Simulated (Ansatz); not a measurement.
# Ta (P6_3/mmc) in Ansatz: settings compared, part 2 of 2

Ansatz 0.2.0.

## 3. Relaxation of cell and atoms, RPBE+D4

File input.yaml:

```yaml
crystal:
  lattice:
    - [2.9003720726, 0.0, 0.0]
    - [-1.4501860363, 2.5117958953, 0.0]
    - [0.0, 0.0, 5.166274]
  atoms:
    - { symbol: Ta, position: [0.3333333333, 0.6666666667, 0.25] }
    - { symbol: Ta, position: [0.6666666667, 0.3333333333, 0.75] }
hamiltonian:
  xc: rpbe
  pseudopotentials: { kind: paw }
  dispersion: d4
kpoints:
  mp_grid: { grid: [11, 11, 5] }
scf:
  occupations: { method: fermi_dirac, width: 0.05 }
output:
  forces: true
  stress: true
  eigenvalues: true
  write_density: true
  write_potential: true
  elf: true
  volumetric_format: npy
relax:
  f_tol: 0.01
  max_steps: 40
  cell: { stress_tol: 0.05 }
```

Potentials or basis: Ansatz PAW.

Launch:

```
$ ansatz run input.yaml --threads 2 --pin off --max-ram 5632MiB --backend cpu --events-out ev --progress --plain --runs-dir out
```

Standard output:

```text
Warning: RAYON_NUM_THREADS=2 ignored (pool sized by the plan → 2); use --threads N
Engine: ansatz 0.2.0, x86_64-unknown-linux-gnu
Pseudopotentials: kind: paw
Pseudopotential: Ta, paw, valence charge 13, recommended cutoff 420 eV (normal), Ta.paw.azcp
Functional definition: RPBE
  parameter kappa = 0.804
  parameter beta = 0.06672455060314922
  exchange = rpbe_x(kappa = kappa, mu = beta*pi^2/3)
  correlation = pbe_c(beta = beta)
Crystal: 2 atoms, lattice volume = 37.637 Å³
Basis set: ecut = 420 eV, 725 PW (Γ), exchange–correlation on 40×40×72 points (8 copies of the dense FFT grid, shifted against one another)
Bands: 17, of which v1, the nominal top of the filled ones, is band 13 counted from 1 (12 counted from 0)
Symmetry: 24 space group operations
Space group: P63/mmc (ITA 194), of the structure as read, at distance tolerance 3.4e-5 Å
k-points: 48 of 605
Non-local potential: Ta, projectors of the file, l = 0: 3, l = 1: 2, l = 2: 2, l = 3: 1
PAW form: soft (Blöchl's): semilocal exchange-correlation on the pseudo side does not see the compensation charge
PAW frozen core: Ta, regenerated for the run's functional, and the local potential with it (the file was generated under x = pbe(κ = 0.804, μ = 0.2195149727645171), c = pbe(β = 0.06672455060314922))
PAW one-centre angular grid: Ta, 590 points (default); XC on 64 Gauss nodes
Initial density: superposition of atomic densities (neutral atoms: chi_scale 0, normalization atom), corrected by the library's trained network
Initial wavefunctions: pseudopotential atomic-orbital guess
Functional: x = rpbe, c = pbe(β = 0.06672455060314922)
SCF iter   1: F=—  HF=-19890.077399 eV  |F-HF|=—  |Δ(HF+E_count)|=         —  Δρ=6.13e-3  dr2=9.65e-3  ethr=1.77e-3  ⟨swp⟩=5.5  Hψ=3683  notcnv=0
preconditioner: auto → Kerker (q_TF=auto, 2.565 Å⁻¹)  [metal: Δε(μ)=0.031 eV  Ē_g=4.549 eV  σ=0.050 eV  W_gap=0.15  n_scr=10 (ndim 8)  ℏωp=19.1 eV  f_vac=0.000  D(μ)=2.30/eV (n_scr^D=22)]
SCF iter   2: F=—  HF=-19890.076273 eV  |F-HF|=—  |Δ(HF+E_count)|=   1.13e-3  Δρ=3.77e-3  dr2=4.20e-3  ethr=3.71e-5  ⟨swp⟩=1.4  Hψ=1253  notcnv=0
SCF iter   3: F=—  HF=-19890.075417 eV  |F-HF|=—  |Δ(HF+E_count)|=   8.55e-4  Δρ=5.06e-4  dr2=5.26e-5  ethr=1.62e-5  ⟨swp⟩=2.0  Hψ=1053  notcnv=0
SCF iter   4: F=—  HF=-19890.075442 eV  |F-HF|=—  |Δ(HF+E_count)|=   2.43e-5  Δρ=1.14e-4  dr2=3.57e-6  ethr=2.02e-7  ⟨swp⟩=2.4  Hψ=1388  notcnv=0
SCF iter   5: F=—  HF=-19890.075442 eV  |F-HF|=—  |Δ(HF+E_count)|=   3.05e-8  Δρ=2.70e-5  dr2=1.08e-7  ethr=1.37e-8  ⟨swp⟩=2.1  Hψ=1134  notcnv=0
SCF iter   6: F=-19890.075442 eV  HF=-19890.075442 eV  |F-HF|=7.06e-10  |Δ(HF+E_count)|=   3.88e-8  Δρ=4.49e-6  dr2=3.97e-9  ethr=3.85e-10  ⟨swp⟩=7.9  Hψ=4700  notcnv=0
SCF 1 converged in 6 iterations: F = -19890.075442 eV  dr2 = 3.97e-9
relax step   1: F+E_penalty+E_count = -19890.07544173 eV  Δ(F+E_penalty+E_count) = +0.000e0 eV  max|allowed force component| = 3.932e-17 eV/Å  Δτ_max = 0.0000 Å  P = -1.977 GPa  Ω = 37.637 Å³  (6 SCF iters, dr2 threshold 1.00e-7 eV, accepted)
Crystal: 2 atoms, lattice volume = 36.054 Å³
Basis set: ecut = 420 eV, 713 PW (Γ), exchange–correlation on 40×40×72 points (8 copies of the dense FFT grid, shifted against one another)
Initial density: handed on by an earlier stage of this run
Initial wavefunctions: those handed on with the density
iter 1 solved again at ethr=1.72e-6 eV; its pass at ethr=3.10e-3 eV (dr2=4.46e-4 eV) is discarded
SCF iter   1: F=—  HF=-19890.054623 eV  |F-HF|=—  |Δ(HF+E_count)|=         —  Δρ=1.33e-3  dr2=4.23e-4  ethr=1.72e-6  ⟨swp⟩=2.3  Hψ=5664  notcnv=0
[... 39 lines left out ...]
preconditioner: auto → Kerker (q_TF=auto, 2.570 Å⁻¹)  [metal: Δε(μ)=0.038 eV  Ē_g=4.609 eV  σ=0.050 eV  W_gap=0.18  n_scr=10 (ndim 8)  ℏωp=19.2 eV  f_vac=0.000  D(μ)=2.25/eV (n_scr^D=22)]
SCF iter   2: F=—  HF=-19890.077938 eV  |F-HF|=—  |Δ(HF+E_count)|=   2.88e-5  Δρ=1.16e-5  dr2=5.73e-9  ethr=8.03e-11  ⟨swp⟩=2.2  Hψ=1458  notcnv=0
SCF iter   3: F=—  HF=-19890.077938 eV  |F-HF|=—  |Δ(HF+E_count)|=   1.10e-8  Δρ=7.28e-7  dr2=5.55e-11  ethr=2.20e-11  ⟨swp⟩=2.0  Hψ=1343  notcnv=0
iter 4 did not close the SCF: its close was put off for the readings that it lacked (scf_convergence_deferred on its scf_iter line)
SCF iter   4: F=-19890.077938 eV  HF=-19890.077938 eV  |F-HF|=7.28e-12  |Δ(HF+E_count)|=  5.82e-11  Δρ=2.09e-7  dr2=8.55e-12  ethr=1.00e-12  ⟨swp⟩=1.0  Hψ=816  notcnv=0
iter 5 did not close the SCF: its close was put off for the readings that it lacked (scf_convergence_deferred on its scf_iter line)
SCF iter   5: F=-19890.077938 eV  HF=-19890.077938 eV  |F-HF|=3.64e-12  |Δ(HF+E_count)|=  7.28e-12  Δρ=2.55e-8  dr2=9.39e-14  ethr=1.00e-12  ⟨swp⟩=1.0  Hψ=816  notcnv=0
iter 6 did not close the SCF: its close was put off for the readings that it lacked (scf_convergence_deferred on its scf_iter line)
SCF iter   6: F=-19890.077938 eV  HF=-19890.077938 eV  |F-HF|=3.64e-12  |Δ(HF+E_count)|=  3.64e-12  Δρ=5.45e-9  dr2=7.13e-15  ethr=1.00e-12  ⟨swp⟩=1.0  Hψ=816  notcnv=0
iter 7 did not close the SCF: its close was put off for the readings that it lacked (scf_convergence_deferred on its scf_iter line)
SCF iter   7: F=-19890.077938 eV  HF=-19890.077938 eV  |F-HF|=7.28e-12  |Δ(HF+E_count)|=  3.64e-12  Δρ=1.85e-9  dr2=7.48e-16  ethr=1.00e-12  ⟨swp⟩=1.0  Hψ=816  notcnv=0
SCF iter   8: F=-19890.077938 eV  HF=-19890.077938 eV  |F-HF|=3.64e-12  |Δ(HF+E_count)|=    0.00e0  Δρ=5.34e-10  dr2=8.12e-17  ethr=1.00e-12  ⟨swp⟩=2.2  Hψ=2044  notcnv=0
SCF 5 converged in 8 iterations: F = -19890.077938 eV  dr2 = 8.12e-17
relax step   5: F+E_penalty+E_count = -19890.07793826 eV  Δ(F+E_penalty+E_count) = +1.613e-4 eV  max|allowed force component| = 6.129e-17 eV/Å  Δτ_max = 0.0000 Å  P = -0.002 GPa  Ω = 37.244 Å³  stress off target by 1.53e-2 GPa  SCF on the basis re-selected at this cell (its energy is not comparable with the rows above)  (8 SCF iters)
basis re-selected at this cell: Δ(F+E_penalty+E_count) = +1.613e-4 eV, ΔP = -0.005 GPa vs the last step (what re-selecting the basis moved, of the pressure what is left beyond the Pulay correction that the steps carried, after the strain that the cell walked since its last selection, with what the two solves' SCF thresholds leave and, on support functions, any second-order correction that the steps lacked; it is no measure of the basis error at this ecutwfc). This SCF's stress stands 1.53e-2 GPa from its target on what of the cell is left free (relax.cell.stress_tol is 5.00e-2 GPa) and its largest allowed force component is 6.13e-17 eV/Å (relax.f_tol is 1.00e-2 eV/Å): within both
SCF converged after 8 iterations
Free energy (F): -19890.077938 eV
Harris-Foulkes:  -19890.077938 eV  (|F-HF|=3.64e-12)
Internal energy: -19890.059220 eV  (E = F + TS)
E sigma→0 (E₀):  -19890.068579 eV
Entropy (-TS):   -0.018718 eV (-9.359 meV/atom)
Fermi energy:    18.496916 eV
--- Per-component energies (eV) ---
  E_band       = -222.088881
  E_kinetic    = 731.240606
  E_local      = -1139.550772  (includes V_loc(G=0)·N_el)
  E_nonlocal   = 27.670664
  E_hartree    = 394.830827
  E_xc         = -437.123903
  E_vxc        = -407.278617  (∫ρ·V_xc dr)
  E_paw        = -16817.489119  (= ΣΔE_a)
  E_vpaw       = -223.832715  (= ΣTr[D̂ρ^β])
  E_aug_tail   = 0.000300  (compensation charges beyond the density's cutoff)
  E_ewald      = -2648.576167
  E_disp       = -1.006003  (pairwise vdW)
  E_core_change = -0.055653  (= ΣΔE_core)
  E_smearing   = -0.018718  (= −TS)
  E_closure    = -0.000000  (closes the sum)
  Σ components = -19890.077938   (vs F -19890.077938, Δ=0.00e0)
--- Forces (eV/Å), atoms counted from 1 ---
  atom   1  Ta    -0.00000000    -0.00000000     0.00000000
  atom   2  Ta     0.00000000     0.00000000    -0.00000000
  max |Σ_I F_I| component: 6.36e-18 eV/Å
--- Stress (GPa, compression-positive) ---
       -0.010537       0.000000      -0.000000
       -0.000000      -0.010537       0.000000
       -0.000000       0.000000       0.015256
  P = ⅓ Tr σ = -0.0019 GPa (-0.019 kbar)
--- Band table (eV; the first three rows and the last of 48) ---
  k-point 0: bands = ["-49.0987", "-49.0377", "-16.0612", "-15.2249", "-15.0985", "-15.0985", "-15.0154", "-15.0154", "10.2687", "13.5425", "17.8955", "18.3116", "19.0919", "19.0919", "19.6601", "19.6601", "21.5151"]
  k-point 1: bands = ["-49.0930", "-49.0435", "-15.9855", "-15.3093", "-15.0906", "-15.0906", "-15.0234", "-15.0234", "10.6123", "13.3558", "17.7220", "17.8314", "19.0551", "19.0551", "19.5245", "19.5245", "21.8415"]
  k-point 2: bands = ["-49.0777", "-49.0588", "-15.7833", "-15.5253", "-15.0699", "-15.0699", "-15.0442", "-15.0442", "11.5295", "12.6381", "17.2957", "17.3773", "19.0735", "19.0735", "19.2567", "19.2567", "22.5788"]
  k-point 47: bands = ["-48.9700", "-48.9681", "-15.9574", "-15.9341", "-15.7455", "-15.6953", "-15.3796", "-15.3571", "15.5817", "15.9278", "16.7257", "16.7413", "17.7067", "17.9355", "19.8531", "20.5377", "23.4688"]
--- Relaxed structure (4 steps of the walk, 3 accepted, 1 SCFs on fresh bases) ---
  F+E_penalty+E_count = -19890.07793826 eV   max|allowed force component| = 6.129e-17 eV/Å   (the final SCF, on the basis selected at the relaxed cell)
  cell:  # Å, volume = 37.2435 Å³
    - [2.888932902188636, 0.0, 0.0]
    - [-1.444466451094318, 2.501889283124063, 0.0]
    - [0.0, 0.0, 5.152825254884489]
  atoms:
    - { symbol: Ta, position: [0.3333333333333333, 0.6666666666666666, 0.25] }
    - { symbol: Ta, position: [0.6666666666666666, 0.3333333333333333, 0.7500000000000001] }
```

rho_z.tsv:

```text
# z_ang	rho[e/angstrom^3]
# format = ansatz-planar-average/11
# lattice	2.888932902	0.000000000	0.000000000
# lattice	-1.444466451	2.501889283	0.000000000
# lattice	0.000000000	0.000000000	5.152825255
# sites	2
# site	73	0.000000000	1.667926189	1.288206314
# site	73	1.444466451	0.833963094	3.864618941
0.000000	2.286830e-1
0.143134	2.365180e-1
0.286268	2.654426e-1
0.429402	3.412612e-1
0.572536	4.948715e-1
0.715670	7.227989e-1
[... 28 lines left out ...]
4.866557	2.654426e-1
5.009691	2.365180e-1
```

v_z.tsv:

```text
# z_ang	v_es[eV]	v_tot[eV]
# format = ansatz-planar-average/11
# xc	rpbe
# density_cutoff_ev	1680
# datasets	Ta=:simpson_from_first_knot:soft:shift=398027
# lattice	2.888932902	0.000000000	0.000000000
# lattice	-1.444466451	2.501889283	0.000000000
# lattice	0.000000000	0.000000000	5.152825255
# sites	2
# site	73	0.000000000	1.667926189	1.288206314
# site	73	1.444466451	0.833963094	3.864618941
0.000000	1.812744e1	8.105072e0
0.143134	1.769072e1	7.686452e0
0.286268	1.627240e1	6.122142e0
0.429402	1.389347e1	3.197954e0
0.572536	1.081206e1	-8.422460e-1
0.715670	7.253560e0	-5.614875e0
[... 28 lines left out ...]
4.866557	1.627240e1	6.122142e0
5.009691	1.769072e1	7.686452e0
```

It took 12 s on 2 threads of Intel Xeon at 2.50GHz (Skylake/Cascade Lake), shared host; peak memory 0.35 GiB.

Results:

```
Free energy                            : -19890.0779 eV
Relaxed volume                         : 18.62 Å³/atom
Relaxed cell                           : a = 2.889 Å, b = 2.889 Å, c = 5.153 Å, α = 90.00°, β = 90.00°, γ = 120.00°
Space group after relaxing (to 0.05 Å) : P6_3/mmc (No. 194)
Energy gained by relaxing              : 1.2 meV/atom
Ionic steps                            : 4
Pressure after relaxing                : 0.0 GPa
Band gap on the k mesh                 : none (metal or under the smearing width)
```

Step by step:
| step | energy change (eV) | largest force (eV/Å) | volume (Å³) |
| --- | --- | --- | --- |
| 1 | 0.0000 | 0.0000 | 37.64 |
| 2 | -0.0026 | 0.0000 | 37.26 |
| 3 | -0.0027 | 0.0000 | 37.24 |
| 4 | -0.0025 | 0.0000 | 37.24 |

Final structure:
```cif
data_structure
_symmetry_space_group_name_H-M 'P 1'
_symmetry_Int_Tables_number 1
_cell_length_a 2.8889
_cell_length_b 2.8889
_cell_length_c 5.1528
_cell_angle_alpha 90.000
_cell_angle_beta 90.000
_cell_angle_gamma 120.000
_cell_volume 37.24
loop_
_atom_site_label
_atom_site_type_symbol
_atom_site_fract_x
_atom_site_fract_y
_atom_site_fract_z
_atom_site_occupancy
Ta1 Ta 0.33333 0.66667 0.25000 1
Ta2 Ta 0.66667 0.33333 0.75000 1
```

Caveat: the plane-wave basis is chosen anew once the cell has moved, so the energies of steps on either side of that aren't comparable; pairwise dispersion overbinds metals, which lowers pressure and volume; the PAW data sets come from PBE, with cores solved anew for the run's functional, which leaves a small shift of forces and pressure. The run has no spin-orbit coupling, so splittings on Ta are missing.
